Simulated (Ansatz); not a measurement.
Inside the gap of an insulator the Bloch states are evanescent, with a wavenumber k + iκ along the transport direction.

Consider the following.

```
CELL_PARAMETERS angstrom
      4.37602     0.00000     0.00000
      0.00000     4.66663     0.00000
      0.00000     2.33331     1.34714
ATOMIC_POSITIONS crystal
  Be 0.99984 0.66667 0.00000
  Be 0.49984 0.33333 0.00000
  O  0.62266 0.66667 0.00000
  O  0.12266 0.33333 0.00000
```

The cell is taken as given; by r2SCAN it stands under a pressure of -0.9 GPa.

Transport runs along the normal of the first two printed cell vectors, the (110) plane of the conventional cell.

The gap is the functional's own. No spin-orbit coupling. Mid-gap values are those at the computed energy nearest the middle.

**Question.** Compute, with r2SCAN (Ansatz, a program for electronic structure), the band gap and the smallest decay constant κ at mid-gap.

**Answer.** Gap 8.51 eV on a 8×22×22 mesh; κ = 0.489 1/Å, at the zone centre.
